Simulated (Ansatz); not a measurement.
Sc under compression and expansion

```
Sc
1.0
    -1.91721    1.91721    1.71760
     1.91721   -1.91721    1.71760
     1.91721    1.91721   -1.71760
Sc
1
Direct
  0.00000 0.00000 0.00000
```

Conventional cell: a = 3.834 Å, b = 3.834 Å, c = 3.435 Å, α = 90.00°, β = 90.00°, γ = 90.00°. Sc (atom 1) has 10 Sc at 3.21 to 3.44 Å as nearest neighbours.

The cell is the one relaxed in the Materials Project (mp-1056366), not relaxed further here; entries there can be hypothetical.

Spin polarisation is left out, and whether a magnetic state lies lower isn't shown here.

All numbers are computed: DFT, LDA, all-electron LAPW, scalar-relativistic (Ansatz 0.2.0); DFT, LDA, PAW with Ansatz's default frozen-core files, scalar-relativistic (Ansatz 0.2.0).

For LAPW: a Γ-centred 13×13×13 k mesh, Fermi–Dirac smearing of 0.03 eV, basis error target 1 meV/atom, no spin polarisation. PAW takes a cutoff of 420 eV at this cell (files made with PBE, cores remade for this functional). The Ansatz runs share mesh, smearing and spin set-up. Plane-wave (PAW) pressures include the program's estimate of the Pulay term.

The cell above is scaled evenly, with fractional coordinates and shape held.

| V/V(cell) | V (Å³/atom) | P, LAPW (GPa) | P, PAW (GPa) |
| --- | --- | --- | --- |
| 0.9405 | 23.751 | -2.67 | -2.67 |
| 0.9800 | 24.748 | -4.59 | -4.59 |
| 1.0000 | 25.253 | -5.43 | -5.43 |
| 1.0200 | 25.758 | -6.19 | -6.20 |
| 1.0600 | 26.769 | -7.51 | -7.52 |
